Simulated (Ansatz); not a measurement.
MnO₂: which magnetic state is lowest?

All numbers below come from DFT PBE, scalar-relativistic, plane waves, PAW in Ansatz 0.2.0.

```
Mn O
1.0
     4.33058    0.00000    0.00000
     0.00000    4.46231    0.00000
     0.00000    0.00000    2.86248
Mn O
2 4
Direct
  0.00000 0.00000 0.00000
  0.50000 0.50000 0.50000
  0.78601 0.17704 0.50000
  0.71399 0.67704 0.00000
  0.28601 0.32296 0.00000
  0.21399 0.82296 0.50000
```

```
plane-wave cutoff                               : 420 eV
Γ-centred k-mesh                                : 8×8×12
occupation rule                                 : Gaussian smearing, 0.01 eV
list of starting moments (μB, in atom order)    : 4 4 0 0 0 0
check for lower electronic states after the SCF : off
```

All runs keep this geometry, which isn't relaxed for the lowest state (largest force there 0.142 eV/Å, pressure 3.0 GPa; forces reach 0.33 eV/Å in another state) and needn't be a stable compound; relaxing each order would shift the differences by some 6 meV/atom, going by the pressures and a bulk modulus of about 150 GPa. Signs run over the atoms with starting moments. The large starts are 5 5 0 0 0 0 μB. The small starts are 0.5 0.5 0 0 0 0 μB. No Hubbard U is used, and semilocal functionals often make open-shell oxides metallic. Site moments are spin moments in atom-centred spheres that scale with the neighbour distance. The states are those that the runs reached from these starts; a lower one can exist.

| start | ends | energy above lowest (meV/atom) | site moments (μB) | gap on mesh (eV) | P (GPa) |
| --- | --- | --- | --- | --- | --- |
| no spin | non-magnetic | 261 | none over 0.05 | metal | -6.4 |
| ferromagnetic | ferromagnetic | 34.0 | Mn +2.38 (×2), O +0.10 (×4) | 0.16 | 6.1 |
| large parallel starting moments | ferromagnetic | 34.0 | Mn +2.38 (×2), O +0.10 (×4) | 0.16 | 6.1 |
| antiferromagnetic in the cell, signs +- | antiferromagnetic | 0.00 | Mn +2.22, Mn -2.22, O +0.06 (×2), O -0.06 (×2) | metal | 3.0 |
| small parallel starting moments | ferromagnetic | 34.0 | Mn +2.38 (×2), O +0.10 (×4) | 0.16 | 6.1 |